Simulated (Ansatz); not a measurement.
The system is Au.

```
CELL_PARAMETERS angstrom
2.90000 0.00000 0.00000
-1.45000 2.51147 0.00000
0.00000 0.00000 4.88000
ATOMIC_POSITIONS crystal
Au 0.66667 0.33333 0.25000
Au 0.33333 0.66667 0.75000
```

This isn't the form of Au at room conditions, which is fcc.

Base run:

```yaml
Program: Ansatz 0.2.0
Functional: PBEsol
Potentials_or_basis: all-electron LAPW, scalar-relativistic
Cutoff: 245 eV (chosen from the basis error)
Basis_error_allowed: 0.001 eV/atom
k_mesh: 11 × 11 × 6
Occupations: fermi-dirac, width 0.05 eV
Spin: no spin polarisation
```

Its results: pressure -6.5 GPa.

Problem. The run is repeated on the same cell with these changes: functional from PBEsol to LDA. What comes out?

Solution. Pressure -10.8 GPa.

LDA binds more tightly than PBEsol, so the same cell stands under less pressure.
